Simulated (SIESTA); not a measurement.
**Pb under changes of volume**

One of the cells (31.034 Å³/atom); the others are scaled copies at fixed shape and fractional positions:

```xyz
1
Lattice="-1.9797 1.9797 1.9797 1.9797 -1.9797 1.9797 1.9797 1.9797 -1.9797" Properties=species:S:1:pos:R:3 pbc="T T T"
Pb    0.0000    0.0000    0.0000
```

This isn't the form of Pb at room conditions, which is fcc.

* Program: SIESTA 5.4.2
* Functional: LDA
* Potentials or basis: PseudoDojo 0.4 standard (LDA files)
* Basis: DZP (energy shift 0.003 Ry; two zetas on semicore shells)
* Grid cutoff: 500 Ry
* Energy shift: 0.003 Ry
* k mesh: 9 × 9 × 9
* Occupations: fermi-dirac, width 0.05 eV
* Spin: no spin polarisation

```csv
volume (Å³/atom),energy over the lowest point (meV/atom),pressure (GPa)
29.172,0.00,-0.4
29.792,3.99,-1.5
30.413,11.92,-2.4
31.034,?,?
31.654,36.99,-3.7
32.275,53.06,-4.2
32.896,70.88,-4.6
```

What does the run at 31.034 Å³/atom give?

Energy over the lowest point 23.10 meV/atom; pressure -3.1 GPa.

Worked out: A Birch-Murnaghan fit of order 3 (a polynomial in V^(-2/3)) to the other rows has its minimum at 28.95 Å³/atom, just outside them, with B0 = V·E''(V) = 61 GPa and B' = 7.3. It gives 23.13 meV/atom at 31.034 Å³/atom, against the run's 23.10, and -dE/dV = -3.3 GPa, against -3.1.

Energies are extrapolated to zero smearing.

Caveats: the basis of atomic orbitals isn't converged, which shifts pressures, moduli and gaps.
